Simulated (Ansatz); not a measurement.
The cell is COD entry 1534488, as deposited and not checked against the literature; nothing was relaxed.

An input for Sn: DFT, PBE, all-electron LAPW, scalar-relativistic (Ansatz 0.2.0).

```yaml
crystal:
  lattice:
    - [-2.91585, 2.91585, 1.59065]
    - [2.91585, -2.91585, 1.59065]
    - [2.91585, 2.91585, -1.59065]
  atoms:
    - { symbol: Sn, position: [0.0, 0.0, 0.0] }
    - { symbol: Sn, position: [0.75, 0.25, 0.5] }
kpoints:
  mp_grid: { grid: [15, 15, 15] }
scf:
  occupations: { method: fermi_dirac, width: 0.05 }
hamiltonian:
  xc: pbe
  pseudopotentials: { kind: all_electron, lapw: { basis_error: 0.0001 } }
output:
  forces: true
  stress: true
  eigenvalues: true
```

The results part of the log:

```
SCF 1 converged in 8 iterations: F = -336178.769472 eV  dr2 = 1.46e-8
SCF converged after 8 iterations
Free energy (F): -336178.769472 eV
Harris-Foulkes:  -336178.769472 eV  (|F-HF|=1.04e-8)
Internal energy: -336178.761996 eV  (E = F + TS)
E sigma→0 (E₀):  -336178.765734 eV
Entropy (-TS):   -0.007476 eV (-3.738 meV/atom)
Fermi energy:    13.749883 eV
--- Per-component energies (eV) ---
  E_band       = -1399.891119
  E_kinetic    = 353568.836820
  E_xc         = -8995.857406
  E_electrostatic = -680751.741410  (all electrons and nuclei)
  E_smearing   = -0.007476  (= −TS)
  E_closure    = 0.000000  (closes the sum)
  E_atoms      = -336171.220692  (free atoms, spherical and without spin; not in F)
  Σ components = -336178.769472   (vs F -336178.769472, Δ=0.00e0)
  Basis errors (estimates in eV, not in F): energy 3.4e-5 per atom: plane waves 2.9e-5 (1.6e-5 summed), levels above the bands 1.0e-59, relativity 1.0e-8, radial functions 4.4e-6, core shells 3.8e-9; eigenvalues (radial functions only) 4.0e-7; not estimated: angular momenta, meshes, grids; target (lapw.basis_error) 1.0e-4; muffin-tin radii Sn 1.511 Å
--- Forces (eV/Å), atoms counted from 1 ---
  atom   1  Sn    -0.00000000    -0.00000000     0.00000000
  atom   2  Sn     0.00000000     0.00000000     0.00000000
  max |Σ_I F_I| component: 2.17e-19 eV/Å
--- Stress (GPa, compression-positive) ---
        2.988331      -0.000000       0.000000
       -0.000000       2.988331       0.000000
        0.000000       0.000000       1.970654
  P = ⅓ Tr σ = 2.6491 GPa (26.491 kbar)
--- Band table (eV; the first three rows and the last of 288) ---
  k-point 0: bands = ["-115.6533", "-115.6524", "-71.4458", "-71.4455", "-71.4353", "-71.4353", "-71.4277", "-71.4277", "-7.9211", "-7.8322", "-7.7941", "-7.7771", "-7.6289", "-7.6289", "-7.6179", "-7.6179", "-7.5305", "-7.4196", "2.5904", "10.1409", "11.7663", "11.7663", "16.7199", "20.0056", "20.0056", "20.5968", "20.6981"]
  k-point 1: bands = ["-115.6533", "-115.6524", "-71.4458", "-71.4455", "-71.4352", "-71.4352", "-71.4278", "-71.4278", "-7.9173", "-7.8329", "-7.7909", "-7.7796", "-7.6307", "-7.6267", "-7.6168", "-7.6165", "-7.5327", "-7.4234", "2.6306", "9.7549", "11.8143", "12.0735", "16.9088", "19.5713", "19.7671", "20.6378", "20.6971"]
  k-point 2: bands = ["-115.6532", "-115.6525", "-71.4458", "-71.4456", "-71.4349", "-71.4349", "-71.4281", "-71.4280", "-7.9063", "-7.8349", "-7.7866", "-7.7814", "-7.6362", "-7.6208", "-7.6140", "-7.6123", "-7.5393", "-7.4345", "2.7513", "8.9964", "11.9577", "12.6086", "17.4622", "18.7813", "19.1842", "20.4813", "20.6476"]
  k-point 287: bands = ["-115.6528", "-115.6528", "-71.4457", "-71.4457", "-71.4359", "-71.4358", "-71.4272", "-71.4272", "-7.8462", "-7.8457", "-7.6630", "-7.6510", "-7.6438", "-7.6408", "-7.6255", "-7.6168", "-7.6129", "-7.6107", "6.0716", "6.2169", "8.9419", "9.0897", "18.7858", "18.7882", "22.9362", "23.1290", "25.9392"]
```
